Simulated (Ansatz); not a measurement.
The system is SiC (Moissanite 6H).

```xyz
12
Lattice="3.0950 0.0000 0.0000 -1.5475 2.6803 0.0000 0.0000 0.0000 15.1700" Properties=species:S:1:pos:R:3 pbc="T T T"
Si    1.5475    0.8934    6.9524
Si    0.0000    1.7869   14.5374
Si    1.5475    0.8934   12.0101
Si    0.0000    1.7869    4.4251
Si    0.0000    0.0000    9.4812
Si    0.0000    0.0000    1.8962
C     1.5475    0.8934    5.0562
C     0.0000    1.7869   12.6412
C     1.5475    0.8934   10.1138
C     0.0000    1.7869    2.5288
C     0.0000    0.0000    7.5850
C     0.0000    0.0000    0.0000
```

Base run:

| Item | Value |
| --- | --- |
| Program | Ansatz 0.2.0 |
| Functional | m-r2SCAN |
| Potentials or basis | Ansatz PAW |
| Cutoff | 500 eV (not typed: the program's choice for these potentials) |
| k mesh | 10 × 10 × 2 |
| Occupations | fermi-dirac, width 0.05 eV |
| Spin | no spin polarisation |

Its results: band gap on the k mesh 2.38 eV, indirect (least direct gap 3.53 eV); pressure -3.3 GPa; largest force 0.150 eV/Å.

Question: The run is repeated on the same cell with these changes: functional from m-r2SCAN to PBE; cutoff from 500 eV (not typed: the program's choice for these potentials) to 420 eV (not typed: the program's choice for these potentials). What comes out?

Answer: Band gap on the k mesh 2.02 eV, indirect (least direct gap 3.12 eV); pressure 0.2 GPa; largest force 0.142 eV/Å.

m-r2SCAN gives the wider gap, since meta-GGAs in the generalised Kohn-Sham scheme recover part of the derivative discontinuity.

Caveats: the PAW data sets come from PBE, with cores solved anew for the run's functional, which leaves a small shift of forces and pressure (some runs).
